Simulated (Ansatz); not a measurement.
The calculation used Ansatz, DFT PBE, scalar-relativistic, plane waves, PAW. Settings: cutoff 420 eV, Γ-centred meshes spaced at most about 0.3 Å⁻¹, and about 0.25 Å⁻¹ or finer for metals (2π included), Gaussian smearing. No spin polarisation.

These are static total energies at zero pressure.

Question: Order these relaxed structures of Al2Cu3 by energy, lowest first, with the energy over the lowest of them.
A. Space group R-3m (No. 166), trigonal, a = 4.168 Å, c = 12.996 Å. Al has 7 Cu at 2.54–2.58 Å, 1 Al at 2.68 Å, 3 Al at 2.92 Å and 3 Cu at 2.98 Å; Cu on a site of symmetry 3m is surrounded by 4 Cu at 2.55–2.58 Å, 4 Al at 2.58 Å, 3 Cu at 2.98 Å and 3 Al at 2.98 Å; around Cu on a site of symmetry -3m lie 6 Al at 2.54 Å, 2 Cu at 2.58 Å and 6 Cu at 2.98 Å.
B. Space group P6_3/mmc (No. 194), hexagonal, a = 2.739 Å, c = 20.913 Å. Al is surrounded by 3 Cu at 2.58 Å and 9 Al at 2.74–2.83 Å; around Cu on a site of symmetry -6m2 lie 6 Cu at 2.56 Å and 6 Cu at 2.74 Å; Cu on a site of symmetry 3m has 3 Cu at 2.56 Å, 3 Al at 2.58 Å and 6 Cu at 2.74 Å.
C. Space group I4/mmm (No. 139), tetragonal, a = 3.172 Å, c = 13.307 Å. Around Al lie 5 Cu at 2.52–2.54 Å, 4 Al at 2.76 Å, 1 Cu at 2.81 Å and 4 Al at 3.17 Å; around Cu on a site of symmetry 4mm lie 4 Al at 2.54 Å, 5 Cu at 2.60–2.65 Å, 1 Al at 2.81 Å and 4 Cu at 3.17 Å; Cu on a site of symmetry 4/mmm is surrounded by 2 Al at 2.52 Å, 8 Cu at 2.60 Å and 4 Cu at 3.17 Å.

Answer: A (0 meV/atom), C (65 meV/atom), B (170 meV/atom). Counting all near atoms (those within 1.25 times the shortest distance at each site; a plus sign parts nearer from farther groups; a slash parts the counts of unlike sites): A has Al 14, Cu 8+6; C has Al 10, Cu 10/10+4; B has Al 12, Cu 12. All come from invented guesses.

Cells relaxed within their symmetry can be saddle points. Some candidate types were left out of the draw beforehand, so a known form may be missing.
